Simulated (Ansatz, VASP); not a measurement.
## Two plane-wave programs on Sb

```
CELL_PARAMETERS angstrom
4.18479 0.00000 0.00000
-2.09240 3.62414 0.00000
0.00000 0.00000 6.73414
ATOMIC_POSITIONS crystal
Sb 0.66667 0.33333 0.71387
Sb 0.66667 0.33333 0.28613
Sb 0.00000 0.00000 0.00000
```

Alike in both runs: functional PBE; k mesh 12 × 12 × 8; occupations gaussian, width 0.1 eV; no spin polarisation.

Ansatz relaxed the structure, and its values are those at the end. VASP's run is a single point on that final structure, the one shown.

|  | VASP | Ansatz |
| --- | --- | --- |
| version | VASP 6.6.1 | Ansatz 0.2.0 |
| potentials or method | VASP PAW PBE potentials, release 64 (Sb) | scalar-relativistic, plane waves, PAW |
| plane-wave cutoff (eV) | 520 | 420 |
| valence electrons in the cell | 15 | 45 |

|  | VASP | Ansatz | Ansatz less VASP |
| --- | --- | --- | --- |
| gap on the k mesh at the Fermi level (eV) | none | none | - |
| pressure (GPa) | 0.0 | 0.0 | +0.02 |
| rms of the force components (eV/Å) | 0.005 | 0.002 | -0.0035 |

A gap of «none» marks a metal or a gap that the smearing closes. The two sets of potentials don't hold the same shells in valence.

The runs have no spin-orbit coupling, so splittings on Sb are missing.
